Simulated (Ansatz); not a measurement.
The system is Au.

```
Au
1.0
    -1.65727    1.65727    1.65727
     1.65727   -1.65727    1.65727
     1.65727    1.65727   -1.65727
Au
1
Direct
  0.00000 0.00000 0.00000
```

This isn't the form of Au at room conditions, which is fcc.

Base run:

| Item | Value |
| --- | --- |
| Program | Ansatz 0.2.0 |
| Functional | PBEsol |
| Potentials or basis | all-electron LAPW, scalar-relativistic |
| Cutoff | 251 eV (chosen from the basis error) |
| Basis error allowed | 0.001 eV/atom |
| k mesh | 8 × 8 × 8 |
| Occupations | fermi-dirac, width 0.05 eV |
| Spin | no spin polarisation |

Its results: pressure -9.5 GPa.

Problem. The run is repeated on the same cell with these changes: potentials or basis from all-electron LAPW, scalar-relativistic to all-electron LAPW, relativistic spinors; spin from no spin polarisation to spin-orbit coupling, no magnetisation. What comes out?

Solution. Pressure -10.8 GPa.

Caveats: the k mesh is thin for a metal, which can move the energy by tens of meV per atom.
